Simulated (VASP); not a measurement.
A run of VASP 6.6.1 is set up as follows.

File run.py:

```python
from ase import Atoms
from ase.calculators.vasp import Vasp
from ase.dft.bandgap import bandgap

atoms = Atoms(
    ['Te', 'Sn'],
    cell=[[0.0, 3.15085, 3.15085], [3.15085, 0.0, 3.15085], [3.15085, 3.15085, 0.0]],
    scaled_positions=[[0.5, 0.5, 0.5], [0.0, 0.0, 0.0]],
    pbc=True,
)
calc = Vasp(
    directory='calc',
    xc='rpbe',
    pp='PBE',
    setups='recommended',
    prec='Accurate',
    encut=520,
    ediff=1e-06,
    ismear=0,
    sigma=0.02,
    lreal=False,
    lasph=True,
    nelm=100,
    algo='Normal',
    isif=2,
    lwave=False,
    lcharg=False,
    kpts=[7, 7, 7],
    gamma=True,
)
atoms.calc = calc

print('energy (eV):', atoms.get_potential_energy())
print('free energy (eV):', atoms.get_potential_energy(force_consistent=True))
print('forces (eV/A):')
print(atoms.get_forces())
print('stress (eV/A^3, Voigt):', atoms.get_stress())
print('Fermi level (eV):', calc.get_fermi_level())
gap, top, bottom = bandgap(calc)
print('band gap (eV):', gap, 'from (spin, k, band)', top, 'to', bottom)
```

Potentials or basis: VASP PAW PBE potentials, release 64 (Te, Sn_d).

Run with:

```bash
$ python run.py
```

(1) Estimate the pressure.

Answers

(1) 3.6 GPa.

Caveat: this odd mesh misses L, where the gap lies, so gap, dielectric constants and Born charges aren't listed; the PAW data sets were made with another functional, which shifts forces and pressure a little.
